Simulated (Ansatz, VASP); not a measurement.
**One calculation of BAs, two programs**

```
B As
1.0
     0.00000    2.37837    2.37837
     2.37837    0.00000    2.37837
     2.37837    2.37837    0.00000
B As
1 1
Direct
  0.00000 0.00000 0.00000
  0.75000 0.75000 0.75000
```

Alike in both runs: functional PBEsol; k mesh 10 × 10 × 10; no spin polarisation.

Ansatz relaxed the structure, and its values are those at the end. VASP's run is a single point on that final structure, the one shown.

|  | VASP | Ansatz |
| --- | --- | --- |
| version | VASP 6.6.1 | Ansatz 0.2.0 |
| potentials or method | VASP PAW PBE potentials, release 64 (B, As) | scalar-relativistic, plane waves, PAW |
| plane-wave cutoff (eV) | 520 | 420 |
| occupations | gaussian, width 0.01 eV | fixed |
| valence electrons in the cell | 8 | 18 |

|  | VASP | Ansatz | Ansatz less VASP |
| --- | --- | --- | --- |
| gap on the k mesh at the Fermi level (eV) | 1.06 | 1.07 | +0.009 |
| least direct gap on the mesh (eV) | 3.26 | 3.26 | +0.004 |
| pressure (GPa) | 1.9 | 1.0 | -0.91 |

The two sets of potentials don't hold the same shells in valence.

Caveats: the PAW data sets were made with another functional, which shifts forces and pressure a little (VASP). A k mesh can miss the band edges.
